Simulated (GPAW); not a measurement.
# HfB2 (P6/mmm) in GPAW: notebook

The runs below take HfB2 through single point, with LDA+U.

All numbers are computed with GPAW 26.7.0; they aren't measurements. Logs are shortened: lines on timing, memory, paths and dates and some standing lists are left out, and cuts for length are marked. The log counts tension as positive stress, the text compression.

**1. Starting point**

It takes space group P6/mmm (No. 191, hexagonal). Conventional cell: a = 3.140 Å, b = 3.140 Å, c = 3.480 Å, α = 90.00°, β = 90.00°, γ = 120.00°. Around Hf (site symmetry 6/mmm) lie 12 B at 2.51 Å. Around B (site symmetry -6m2) lie 3 B at 1.81 Å.

**2. Single point, LDA+U**

The input, run.py:

```python
from ase.dft.bandgap import bandgap
from ase.io import read, write
from ase.units import GPa
from gpaw import GPAW, PW

atoms = read('HfB2.xyz')

calc = GPAW(mode=PW(800),
            xc='LDA',
            kpts={'size': (10, 10, 8), 'gamma': True},
            occupations={'name': 'fermi-dirac', 'width': 0.05},
            setups={'Hf': ':d,3.0'},
            nbands=20,
            convergence={'density': 1e-05, 'energy': 1e-05},
            maxiter=150,
            txt='gpaw.txt')
atoms.calc = calc
energy = atoms.get_potential_energy()
forces = atoms.get_forces()
stress = atoms.get_stress()
calc.write('gs.gpw')
write('result.traj', atoms)
print(f'Energy: {energy:.6f} eV')
print('Forces (eV/A):')
print(forces.round(4))
print('Stress (GPa):', (stress / GPa).round(3))
print('Fermi level:', round(calc.get_fermi_level(), 4), 'eV')
print(f'Gap: {bandgap(calc)[0]:.4f} eV, direct: {bandgap(calc, direct=True)[0]:.4f} eV')
```

The input, HfB2.xyz:

```xyz
3
Lattice="3.1400000000 0.0000000000 0.0000000000 -1.5700000000 2.7193197679 0.0000000000 0.0000000000 0.0000000000 3.4800000000" Properties=species:S:1:pos:R:3 pbc="T T T"
Hf     0.0000000000      0.0000000000      0.0000000000
B      1.5700000002      0.9064399225      1.7400000000
B     -0.0000000002      1.8128798454      1.7400000000
```

Potentials or basis: the program's PAW data sets (release 1.2.1) made for this functional, pw.

Started as:

```sh
$ OMP_NUM_THREADS=1 python run.py
```

gpaw.txt:

```text
__  _  _
 | _ |_)|_||  |
 |__||  | ||/\| - 26.7.0

Input parameters:
  mode=PW(ecut=800.0),
  convergence={'density': 1e-05, 'energy': 1e-05},
  kpts=MonkhorstPack(size=(10, 10, 8), gamma=True),
  maxiter=150,
  nbands=20,
  occupations=Occupations(name='fermi-dirac', width=0.05),
  setups={'Hf': ':d,3.0'},
  xc=XC(name='LDA')

Diagonalizing LCAO Hamiltonian
Converting LCAO to pw mode

         B  B

       Hf

Atoms  # Å, Bohr magnetons
|   | symbol |         x |        y |        z |    initial magnetic moments |
|---|--------|-----------|----------|----------|-----------------------------|
| 0 |     Hf |  0.000000 | 0.000000 | 0.000000 | ( 0.0000,  0.0000,  0.0000) |
| 1 |      B |  1.570000 | 0.906440 | 1.740000 | ( 0.0000,  0.0000,  0.0000) |
| 2 |      B | -0.000000 | 1.812880 | 1.740000 | ( 0.0000,  0.0000,  0.0000) |

Unit cell  # Å
| periodic |         x |        y |        z |  lengths |     angles |
|----------|-----------|----------|----------|----------|------------|
|      yes |  3.140000 | 0.000000 | 0.000000 | 3.140000 |  90.000000 |
|      yes | -1.570000 | 2.719320 | 0.000000 | 3.140000 |  90.000000 |
|      yes |  0.000000 | 0.000000 | 3.480000 | 3.480000 | 120.000000 |

Number of symmetries: 24
Symmetry operations  # r_c * U_cc + t_c -> r_c
|    | kind |            matrix            |
|----|------|------------------------------|
|  0 |  σ   |  1, 1, 0,  0,-1, 0,  0, 0, 1 |
|  1 |  C2  |  1, 1, 0,  0,-1, 0,  0, 0,-1 |
|  2 |  C6  |  1, 1, 0, -1, 0, 0,  0, 0, 1 |
|  3 |  S6  |  1, 1, 0, -1, 0, 0,  0, 0,-1 |
|  4 |  E   |  1, 0, 0,  0, 1, 0,  0, 0, 1 |
|  5 |  σ   |  1, 0, 0,  0, 1, 0,  0, 0,-1 |
|  6 |  σ   |  1, 0, 0, -1,-1, 0,  0, 0, 1 |
|  7 |  C2  |  1, 0, 0, -1,-1, 0,  0, 0,-1 |
|  8 |  σ   |  0, 1, 0,  1, 0, 0,  0, 0, 1 |
|  9 |  C2  |  0, 1, 0,  1, 0, 0,  0, 0,-1 |
| 10 |  C3  |  0, 1, 0, -1,-1, 0,  0, 0, 1 |
| 11 |  S3  |  0, 1, 0, -1,-1, 0,  0, 0,-1 |
| 12 |  C6  |  0,-1, 0,  1, 1, 0,  0, 0, 1 |
| 13 |  S6  |  0,-1, 0,  1, 1, 0,  0, 0,-1 |
| 14 |  σ   |  0,-1, 0, -1, 0, 0,  0, 0, 1 |
| 15 |  C2  |  0,-1, 0, -1, 0, 0,  0, 0,-1 |
| 16 |  σ   | -1, 0, 0,  1, 1, 0,  0, 0, 1 |
| 17 |  C2  | -1, 0, 0,  1, 1, 0,  0, 0,-1 |
| 18 |  C2  | -1, 0, 0,  0,-1, 0,  0, 0, 1 |
| 19 |  i   | -1, 0, 0,  0,-1, 0,  0, 0,-1 |
| 20 |  C3  | -1,-1, 0,  1, 0, 0,  0, 0, 1 |
| 21 |  S3  | -1,-1, 0,  1, 0, 0,  0, 0,-1 |
| 22 |  σ   | -1,-1, 0,  0, 1, 0,  0, 0, 1 |
| 23 |  C2  | -1,-1, 0,  0, 1, 0,  0, 0,-1 |

BZ-sampling:
  Number of BZ points: 800
  Number of IBZ points: 70

  Monkhorst-Pack size: [10, 10, 8]
  Monkhorst-Pack shift: [0.05, 0.05, 0.0625]

K-points  # in reciprocal-cell coordinates
|     |                                coordinates |     weight |
|-----|--------------------------------------------|------------|
|   0 | (  0.00000000,   0.00000000,   0.00000000) | 0.00125000 |
|   1 | (  0.00000000,   0.00000000,   0.12500000) | 0.00250000 |
|   2 | (  0.00000000,   0.00000000,   0.25000000) | 0.00250000 |
|   3 | (  0.00000000,   0.00000000,   0.37500000) | 0.00250000 |
|   4 | (  0.00000000,   0.00000000,   0.50000000) | 0.00125000 |
|   5 | (  0.10000000,   0.00000000,   0.00000000) | 0.00750000 |
|   6 | (  0.10000000,   0.00000000,   0.12500000) | 0.01500000 |
|   7 | (  0.10000000,   0.00000000,   0.25000000) | 0.01500000 |
|   8 | (  0.10000000,   0.00000000,   0.37500000) | 0.01500000 |
|   9 | (  0.10000000,   0.00000000,   0.50000000) | 0.00750000 |
| ... |                                            |            |
|  69 | (  0.50000000,   0.50000000,   0.50000000) | 0.00375000 |

Plane wave coefficients: 1546
Cutoff: 800.0 eV

Spin-components: 1 (collinear spins)
Bands:           20
Projectors:      16
Spin-degeneracy: 2
Datatype:        complex128

Parallelization:
  kpt:    1
  domain: 1
  band:   1

Density:
  Valence electrons: 18.0
  Components: 1
  Grid points: [21 21 24]
  Charge: 0.0  # |e|

Potential:
  Grid points: [21 21 24]

species:
  Hf:
    name:    Hafnium
    Z:       72.0
    valence: 12
    core:    60
    charge:  0.0  # [|e|]
    Hubbard: {U: 3.0,  # eV
              l: 2,
              scale: True}
    compensation charges:
      type: gauss
      rc: 0.41  # [Å]
      lmax: 2
    cutoffs:
      filter: 2.36  # [Å]
      core: 4.02  # [Å]
    projectors
    | kind |    occ | energy [eV] | rcut [Å] |
    |------|--------|-------------|----------|
    |   5s |  2.000 |     -66.988 |    1.397 |
    |   6s |  2.000 |      -5.250 |    1.397 |
    |   5p |  6.000 |     -35.740 |    1.307 |
    |   6p |  0.000 |      -1.470 |    1.307 |
    |   5d |  2.000 |      -2.880 |    1.334 |
    |    d |        |      24.331 |    1.334 |

    Using partial waves for Hf as LCAO basis

  B:
    name:    Boron
    Z:       5.0
    valence: 3
    core:    2
    charge:  0.0  # [|e|]
    compensation charges:
      type: gauss
      rc: 0.20  # [Å]
      lmax: 2
    cutoffs:
      filter: 1.14  # [Å]
      core: 1.42  # [Å]
    projectors
    | kind |    occ | energy [eV] | rcut [Å] |
    |------|--------|-------------|----------|
    |   2s |  2.000 |      -9.383 |    0.635 |
    |   2p |  1.000 |      -3.714 |    0.635 |
    |    s |        |      17.828 |    0.635 |
    |    p |        |      23.498 |    0.635 |
    |    d |        |       0.000 |    0.635 |

    Using partial waves for B as LCAO basis

Reference energy: -410966.557056  # eV

eigensolver:
  PPCG
  Converge bands: occupied
  niter=2

density mixing:
  MSR1-Mixer
  Pratt-step length: 0.05
  Maximum mixing coefficient: 0.75
  Old densities: 10
  SVD Regularization: 0.005
  Good broyden scale: 1.0
  Trust region scale: 1.0
  Backstep threshold: 4.0
  History deletion threshold: 6.0
  Fourier metric: weight=20.0, sigma=0.015

occupation numbers:
  Fermi-Dirac:
    width: 0.0500  # eV

poisson solver:
  ecut: 6400.0  # eV

xc functional:
  name: None

convergence criteria:
- Maximum integral of absolute [dens]ity change: 1e-05 electrons / valence electron
- Maximum [total energy] change in last 3 cyles: 1e-05 eV / valence electron
- Maximum integral of absolute [eigenst]ate change: 4e-08 eV^2 / valence electron
maximum number of iterations: 150

SCF iterations
|iter     | |      energy | eigst |  dens |
|---------|-|-------------|-------|-------|
|iter:   1| |  -25.518902 | +0.00 |       |
|iter:   2| |  -25.087583 | -2.42 | -0.90 |
|iter:   3| |  -23.679949 | -1.33 | -0.95 |
|iter:   4| |  -23.700482 | -3.04 | -1.73 |
|iter:   5| |  -23.711732 | -3.55 | -2.07 |
|iter:   6| |  -23.712140 | -5.02 | -2.89 |
|iter:   7| |  -23.712151 | -6.93 | -3.81 |
|iter:   8| |  -23.712152c| -7.41c| -4.17 |
|iter:   9| |  -23.712152c| -8.08c| -4.91 |
|iter:  10| |  -23.712152c| -8.96c| -5.67c|

Converged in 10 steps
Energy contributions relative to reference atoms: (reference = -410966.557056)

Energy contributions:
  Kinetic:          21.934186
  Coulomb:         -19.705485
  Zero:             -0.398517
  External:          0.000000
  Xc:              -25.541041
  Entropy:          -0.002590
  Spinorbit:         0.000000
  ----------------------------
  Free energy:     -23.713447
  Extrapolated:    -23.712152

dipole moment: (-5.704717, -9.880860, -12.644851)  # |e|*Ang

Fermi level: 12.744
Eigenvalues  # (at kpt = [0.000, 0.000, 0.000])
| band index |      eig [eV] | occ [0-2] |
|------------|---------------|-----------|
|          0 |       -49.659 |     2.000 |
|          1 |       -18.697 |     2.000 |
|          2 |       -18.213 |     2.000 |
|          3 |       -18.213 |     2.000 |
|          4 |        -1.093 |     2.000 |
|          5 |         9.752 |     2.000 |
[... 9 lines left out ...]
|         15 |        17.698 |     0.000 |
|         16 |        20.295 |     0.000 |
|        ... |               |           |
|         19 |        33.851 |     0.000 |

No gap
No difference between direct/indirect transitions

Forces  # eV/Ang
|        x |        y |       z |
|----------|----------|---------|
| -0.00000 | -0.00000 | 0.00000 |  # Hf   0
| -0.00000 | -0.00000 | 0.00000 |  # B    1
|  0.00000 |  0.00000 | 0.00000 |  # B    2

Stress tensor  # eV/Ang^3
|        x |        y |         z |
|----------|----------|-----------|
| 0.015225 | 0.000000 |  0.000000 |
| 0.000000 | 0.015225 |  0.000000 |
| 0.000000 | 0.000000 | -0.005676 |

# Writing to gs.gpw (mode='')
```

Wall time 37 s (1 thread of Arm Neoverse V2, shared host); peak memory 0.19 GiB.

What came out:

```
Free energy            : -23.7134 eV
Pressure               : -1.3 GPa
Band gap on the k mesh : none (metal or under the smearing width)
```

Levels at points of the mesh, in eV from the Fermi level:
```csv
k point,band 5,band 6,band 7,band 8,band 9,band 10,band 11,band 12,band 13,band 14
"(0.00, 0.00, 0.00)",-13.84,-2.99,-2.93,-2.92,-2.92,4.38,4.38,4.76,4.76,4.81
"(0.00, 0.00, 0.50)",-11.39,-8.65,-1.32,-1.32,0.47,0.47,1.18,1.18,2.51,4.88
"(0.50, 0.50, 0.00)",-9.87,-9.11,-4.08,-3.58,-2.75,1.92,3.04,5.72,5.97,5.98
"(0.50, 0.50, 0.50)",-10.27,-7.61,-4.98,-4.78,-2.95,3.89,4.39,6.55,7.48,7.60
```

Caveat: U without spin polarisation on a metal has little footing; the U is typed as a test and isn't derived for this compound. Spin-orbit coupling is left out, which matters for the levels of Hf.

**3. Single point, LDA+U**

run.py: that of step 2 with these lines changed.

```diff
@@ -11,3 +11,3 @@
             occupations={'name': 'fermi-dirac', 'width': 0.05},
-            setups={'Hf': ':d,3.0'},
+            setups={'Hf': ':d,4.0'},
             nbands=20,
```

HfB2.xyz is that of step 2.

Potentials or basis: the program's PAW data sets (release 1.2.1) made for this functional, pw.

Started as:

```sh
$ OMP_NUM_THREADS=1 python run.py
```

gpaw.txt:

```text
__  _  _
 | _ |_)|_||  |
 |__||  | ||/\| - 26.7.0

Input parameters:
  mode=PW(ecut=800.0),
  convergence={'density': 1e-05, 'energy': 1e-05},
  kpts=MonkhorstPack(size=(10, 10, 8), gamma=True),
  maxiter=150,
  nbands=20,
  occupations=Occupations(name='fermi-dirac', width=0.05),
  setups={'Hf': ':d,4.0'},
  xc=XC(name='LDA')

Diagonalizing LCAO Hamiltonian
Converting LCAO to pw mode

         B  B

       Hf

Atoms  # Å, Bohr magnetons
|   | symbol |         x |        y |        z |    initial magnetic moments |
|---|--------|-----------|----------|----------|-----------------------------|
| 0 |     Hf |  0.000000 | 0.000000 | 0.000000 | ( 0.0000,  0.0000,  0.0000) |
| 1 |      B |  1.570000 | 0.906440 | 1.740000 | ( 0.0000,  0.0000,  0.0000) |
| 2 |      B | -0.000000 | 1.812880 | 1.740000 | ( 0.0000,  0.0000,  0.0000) |

Unit cell  # Å
| periodic |         x |        y |        z |  lengths |     angles |
|----------|-----------|----------|----------|----------|------------|
|      yes |  3.140000 | 0.000000 | 0.000000 | 3.140000 |  90.000000 |
|      yes | -1.570000 | 2.719320 | 0.000000 | 3.140000 |  90.000000 |
|      yes |  0.000000 | 0.000000 | 3.480000 | 3.480000 | 120.000000 |

Number of symmetries: 24
Symmetry operations  # r_c * U_cc + t_c -> r_c
|    | kind |            matrix            |
|----|------|------------------------------|
|  0 |  σ   |  1, 1, 0,  0,-1, 0,  0, 0, 1 |
|  1 |  C2  |  1, 1, 0,  0,-1, 0,  0, 0,-1 |
|  2 |  C6  |  1, 1, 0, -1, 0, 0,  0, 0, 1 |
|  3 |  S6  |  1, 1, 0, -1, 0, 0,  0, 0,-1 |
|  4 |  E   |  1, 0, 0,  0, 1, 0,  0, 0, 1 |
|  5 |  σ   |  1, 0, 0,  0, 1, 0,  0, 0,-1 |
|  6 |  σ   |  1, 0, 0, -1,-1, 0,  0, 0, 1 |
|  7 |  C2  |  1, 0, 0, -1,-1, 0,  0, 0,-1 |
|  8 |  σ   |  0, 1, 0,  1, 0, 0,  0, 0, 1 |
|  9 |  C2  |  0, 1, 0,  1, 0, 0,  0, 0,-1 |
| 10 |  C3  |  0, 1, 0, -1,-1, 0,  0, 0, 1 |
| 11 |  S3  |  0, 1, 0, -1,-1, 0,  0, 0,-1 |
| 12 |  C6  |  0,-1, 0,  1, 1, 0,  0, 0, 1 |
| 13 |  S6  |  0,-1, 0,  1, 1, 0,  0, 0,-1 |
| 14 |  σ   |  0,-1, 0, -1, 0, 0,  0, 0, 1 |
| 15 |  C2  |  0,-1, 0, -1, 0, 0,  0, 0,-1 |
| 16 |  σ   | -1, 0, 0,  1, 1, 0,  0, 0, 1 |
| 17 |  C2  | -1, 0, 0,  1, 1, 0,  0, 0,-1 |
| 18 |  C2  | -1, 0, 0,  0,-1, 0,  0, 0, 1 |
| 19 |  i   | -1, 0, 0,  0,-1, 0,  0, 0,-1 |
| 20 |  C3  | -1,-1, 0,  1, 0, 0,  0, 0, 1 |
| 21 |  S3  | -1,-1, 0,  1, 0, 0,  0, 0,-1 |
| 22 |  σ   | -1,-1, 0,  0, 1, 0,  0, 0, 1 |
| 23 |  C2  | -1,-1, 0,  0, 1, 0,  0, 0,-1 |

BZ-sampling:
  Number of BZ points: 800
  Number of IBZ points: 70

  Monkhorst-Pack size: [10, 10, 8]
  Monkhorst-Pack shift: [0.05, 0.05, 0.0625]

K-points  # in reciprocal-cell coordinates
|     |                                coordinates |     weight |
|-----|--------------------------------------------|------------|
|   0 | (  0.00000000,   0.00000000,   0.00000000) | 0.00125000 |
|   1 | (  0.00000000,   0.00000000,   0.12500000) | 0.00250000 |
|   2 | (  0.00000000,   0.00000000,   0.25000000) | 0.00250000 |
|   3 | (  0.00000000,   0.00000000,   0.37500000) | 0.00250000 |
|   4 | (  0.00000000,   0.00000000,   0.50000000) | 0.00125000 |
|   5 | (  0.10000000,   0.00000000,   0.00000000) | 0.00750000 |
|   6 | (  0.10000000,   0.00000000,   0.12500000) | 0.01500000 |
|   7 | (  0.10000000,   0.00000000,   0.25000000) | 0.01500000 |
|   8 | (  0.10000000,   0.00000000,   0.37500000) | 0.01500000 |
|   9 | (  0.10000000,   0.00000000,   0.50000000) | 0.00750000 |
| ... |                                            |            |
|  69 | (  0.50000000,   0.50000000,   0.50000000) | 0.00375000 |

Plane wave coefficients: 1546
Cutoff: 800.0 eV

Spin-components: 1 (collinear spins)
Bands:           20
Projectors:      16
Spin-degeneracy: 2
Datatype:        complex128

Parallelization:
  kpt:    1
  domain: 1
  band:   1

Density:
  Valence electrons: 18.0
  Components: 1
  Grid points: [21 21 24]
  Charge: 0.0  # |e|

Potential:
  Grid points: [21 21 24]

species:
  Hf:
    name:    Hafnium
    Z:       72.0
    valence: 12
    core:    60
    charge:  0.0  # [|e|]
    Hubbard: {U: 4.0,  # eV
              l: 2,
              scale: True}
    compensation charges:
      type: gauss
      rc: 0.41  # [Å]
      lmax: 2
    cutoffs:
      filter: 2.36  # [Å]
      core: 4.02  # [Å]
    projectors
    | kind |    occ | energy [eV] | rcut [Å] |
    |------|--------|-------------|----------|
    |   5s |  2.000 |     -66.988 |    1.397 |
    |   6s |  2.000 |      -5.250 |    1.397 |
    |   5p |  6.000 |     -35.740 |    1.307 |
    |   6p |  0.000 |      -1.470 |    1.307 |
    |   5d |  2.000 |      -2.880 |    1.334 |
    |    d |        |      24.331 |    1.334 |

    Using partial waves for Hf as LCAO basis

  B:
    name:    Boron
    Z:       5.0
    valence: 3
    core:    2
    charge:  0.0  # [|e|]
    compensation charges:
      type: gauss
      rc: 0.20  # [Å]
      lmax: 2
    cutoffs:
      filter: 1.14  # [Å]
      core: 1.42  # [Å]
    projectors
    | kind |    occ | energy [eV] | rcut [Å] |
    |------|--------|-------------|----------|
    |   2s |  2.000 |      -9.383 |    0.635 |
    |   2p |  1.000 |      -3.714 |    0.635 |
    |    s |        |      17.828 |    0.635 |
    |    p |        |      23.498 |    0.635 |
    |    d |        |       0.000 |    0.635 |

    Using partial waves for B as LCAO basis

Reference energy: -410966.557056  # eV

eigensolver:
  PPCG
  Converge bands: occupied
  niter=2

density mixing:
  MSR1-Mixer
  Pratt-step length: 0.05
  Maximum mixing coefficient: 0.75
  Old densities: 10
  SVD Regularization: 0.005
  Good broyden scale: 1.0
  Trust region scale: 1.0
  Backstep threshold: 4.0
  History deletion threshold: 6.0
  Fourier metric: weight=20.0, sigma=0.015

occupation numbers:
  Fermi-Dirac:
    width: 0.0500  # eV

poisson solver:
  ecut: 6400.0  # eV

xc functional:
  name: None

convergence criteria:
- Maximum integral of absolute [dens]ity change: 1e-05 electrons / valence electron
- Maximum [total energy] change in last 3 cyles: 1e-05 eV / valence electron
- Maximum integral of absolute [eigenst]ate change: 4e-08 eV^2 / valence electron
maximum number of iterations: 150

SCF iterations
|iter     | |      energy | eigst |  dens |
|---------|-|-------------|-------|-------|
|iter:   1| |  -24.811626 | +0.02 |       |
|iter:   2| |  -24.343368 | -2.40 | -0.88 |
|iter:   3| |  -22.772777 | -1.28 | -0.94 |
|iter:   4| |  -22.794627 | -2.97 | -1.71 |
|iter:   5| |  -22.806665 | -3.50 | -2.05 |
|iter:   6| |  -22.807230 | -4.88 | -2.86 |
|iter:   7| |  -22.807251 | -6.65 | -3.70 |
|iter:   8| |  -22.807254c| -6.97 | -4.06 |
|iter:   9| |  -22.807254c| -7.87c| -4.86 |
|iter:  10| |  -22.807254c| -8.58c| -5.46c|

Converged in 10 steps
Energy contributions relative to reference atoms: (reference = -410966.557056)

Energy contributions:
  Kinetic:          21.516027
  Coulomb:         -19.349477
  Zero:             -0.377426
  External:          0.000000
  Xc:              -24.595100
  Entropy:          -0.002554
  Spinorbit:         0.000000
  ----------------------------
  Free energy:     -22.808531
  Extrapolated:    -22.807254

dipole moment: (-5.709076, -9.888409, -12.654512)  # |e|*Ang

Fermi level: 12.935
Eigenvalues  # (at kpt = [0.000, 0.000, 0.000])
| band index |      eig [eV] | occ [0-2] |
|------------|---------------|-----------|
|          0 |       -49.817 |     2.000 |
|          1 |       -18.836 |     2.000 |
|          2 |       -18.355 |     2.000 |
|          3 |       -18.355 |     2.000 |
|          4 |        -1.047 |     2.000 |
|          5 |         9.795 |     2.000 |
[... 9 lines left out ...]
|         15 |        17.745 |     0.000 |
|         16 |        20.370 |     0.000 |
|        ... |               |           |
|         19 |        34.017 |     0.000 |

No gap
No difference between direct/indirect transitions

Forces  # eV/Ang
|        x |        y |       z |
|----------|----------|---------|
| -0.00000 |  0.00000 | 0.00000 |  # Hf   0
| -0.00000 | -0.00000 | 0.00000 |  # B    1
|  0.00000 |  0.00000 | 0.00000 |  # B    2

Stress tensor  # eV/Ang^3
|         x |         y |         z |
|-----------|-----------|-----------|
| -0.002078 |  0.000000 |  0.000000 |
|  0.000000 | -0.002078 |  0.000000 |
|  0.000000 |  0.000000 | -0.029266 |

# Writing to gs.gpw (mode='')
```

Wall time 37 s (1 thread of Arm Neoverse V2, shared host); peak memory 0.19 GiB.

What came out:

* Free energy: -22.8085 eV
* Pressure: 1.8 GPa
* Band gap on the k mesh: none (metal or under the smearing width)

Stress tensor (GPa, compression positive):
```
0.33 0.00 0.00
0.00 0.33 0.00
0.00 0.00 4.69
```

Caveat: U without spin polarisation on a metal has little footing; the U is typed as a test and isn't derived for this compound. The run has no spin-orbit coupling, so splittings on Hf are missing.

(Continued in part 2 of 2.)
